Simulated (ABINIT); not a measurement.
Input of an ABINIT 10.8.3 (patched build) run:

Contents of run.abi:

```
# Pseudopotentials
pp_dirpath "./"
pseudos "In.GGA_PBE-JTH.xml"

# Structure
acell 6.1616964885 6.1616964885 6.1616964885
rprim
    -0.5773502692     0.5773502692     0.5773502692
     0.5773502692    -0.5773502692     0.5773502692
     0.5773502692     0.5773502692    -0.5773502692
ntypat 1
znucl 49
natom 1
typat 1
xred
     0.0000000000     0.0000000000     0.0000000000

# Plane-wave basis
ecut 26.0
pawecutdg 48.0
pawxcdev 0

# k points
kptopt 1
ngkpt 10 10 10
nshiftk 1
shiftk 0.0 0.0 0.0

# Exchange and correlation
ixc 23

# Bands and occupations
nband 11
occopt 3
tsmear 0.00183747

# SCF cycle
nstep 100
tolvrs 1.0e-9

# Output
iomode 3
prtwf 0
prteig 0
prtebands 0
prtden 1
prtvha 1
prtvclmb 1
prtpot 1
```

Potentials or basis: JTH PAW PBE v2.0.

Launch:

```sh
$ abinit run.abi > log 2>&1
```

Q: Estimate the band gap on the k mesh.

A: None (metal or under the smearing width).

Q: Predict the pressure.

A: -1.7 GPa.

Caveat: the PAW data sets were made with another functional, which shifts forces and pressure a little.
